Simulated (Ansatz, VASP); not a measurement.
# TaN in VASP and in Ansatz

```
CELL_PARAMETERS angstrom
0.00000 2.21132 2.21132
2.21132 0.00000 2.21132
2.21132 2.21132 0.00000
ATOMIC_POSITIONS crystal
Ta 0.50000 0.50000 0.50000
N 0.00000 0.00000 0.00000
```

The cell comes from a database or a generator and needn't be the stable form of this composition.

Alike in both runs: task single point; functional PBE; k mesh 10 × 10 × 10; occupations gaussian, width 0.016 eV; no spin polarisation.

```csv
,VASP,Ansatz
version,VASP 6.6.1,Ansatz 0.2.0
potentials or method,"VASP PAW PBE potentials, release 64 (Ta_pv, N), cutoff 520 eV","all-electron LAPW, scalar-relativistic"
```

|  | VASP | Ansatz | Ansatz less VASP |
| --- | --- | --- | --- |
| gap on the k mesh at the Fermi level (eV) | none | none | - |
| pressure (GPa) | -0.6 | -1.2 | -0.62 |

A gap of «none» marks a metal or a gap that the smearing closes. Ansatz ran all-electron here, so the differences hold the error of VASP's frozen core and of both bases.

The runs have no spin-orbit coupling, so splittings on Ta are missing.
